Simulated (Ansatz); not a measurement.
# InSe: one candidate structure

Where does InSe go from the start given, caesium chloride type (Pm-3m, No. 221)?

Method: DFT r2SCAN, scalar-relativistic, plane waves, PAW, in Ansatz 0.2.0.

1 further run of the same task is left out (it didn't finish).

## (1) The system as given

It takes space group Pm-3m (No. 221, cubic). Conventional cell: a = 4.020 Å, b = 4.020 Å, c = 4.020 Å, α = 90.00°, β = 90.00°, γ = 90.00°. In (site symmetry m-3m) is surrounded by 8 Se at 3.48 Å. Se (site symmetry m-3m) has 8 In at 3.48 Å as nearest neighbours.

Coordinates:

```cif
data_structure
_symmetry_space_group_name_H-M 'P 1'
_symmetry_Int_Tables_number 1
_cell_length_a 4.0195
_cell_length_b 4.0195
_cell_length_c 4.0195
_cell_angle_alpha 90.000
_cell_angle_beta 90.000
_cell_angle_gamma 90.000
_cell_volume 64.94
loop_
_atom_site_label
_atom_site_type_symbol
_atom_site_fract_x
_atom_site_fract_y
_atom_site_fract_z
_atom_site_occupancy
In1 In 0.00000 0.00000 0.00000 1
Se1 Se 0.50000 0.50000 0.50000 1
```

(A quick probe on a coarse mesh, which set the mesh and smearing, is not shown.)

## (3) Coarse relaxation

input.yaml reads:

```yaml
crystal:
  lattice:
    - [4.0195240465, 0.0, 0.0]
    - [0.0, 4.0195240465, 0.0]
    - [0.0, 0.0, 4.0195240465]
  atoms:
    - { symbol: In, position: [0.0, 0.0, 0.0] }
    - { symbol: Se, position: [0.5, 0.5, 0.5] }
basis:
  ecutwfc: 500
kpoints:
  mp_grid: { grid: [4, 4, 4] }
hamiltonian:
  xc: r2scan
scf:
  occupations: { method: gaussian, width: 0.1 }
  lower_state_search: "off"
output:
  forces: true
  stress: true
  eigenvalues: true
relax:
  adjacent_minimum: "off"
  f_tol: 0.04
  max_steps: 70
  cell: { stress_tol: 0.4 }
```

The run is started by

```console
ansatz run input.yaml --threads 1 --pin off --max-ram 3072MiB --backend cpu --events-out ev --progress --plain --runs-dir out
```

The session goes on with these runs: rough relaxation on the coarse mesh; full relaxation.

Before running it: what results should come out?

**Answer**, as computed:

Formation energies count from the elements, computed with the same settings in runs not shown here.

```
                          quantity                                                                      value
                              cell  a = 3.599 Å, b = 3.599 Å, c = 3.599 Å, α = 90.00°, β = 90.00°, γ = 90.00°
                       space group                                                            Pm-3m (No. 221)
                            volume                                                              23.31 Å³/atom
                   gap on the mesh                                                               none (metal)
formation energy from the elements                                                             -0.256 eV/atom
```

In words: The space group stayed Pm-3m, and from the first guess the volume went from 32.47 to 23.31 Å³/atom. With -0.26 eV/atom it lies under the elements, which doesn't yet make it stable against other compounds of them. Spin polarisation is off in the runs that give these values; a magnetic solution could lie lower.
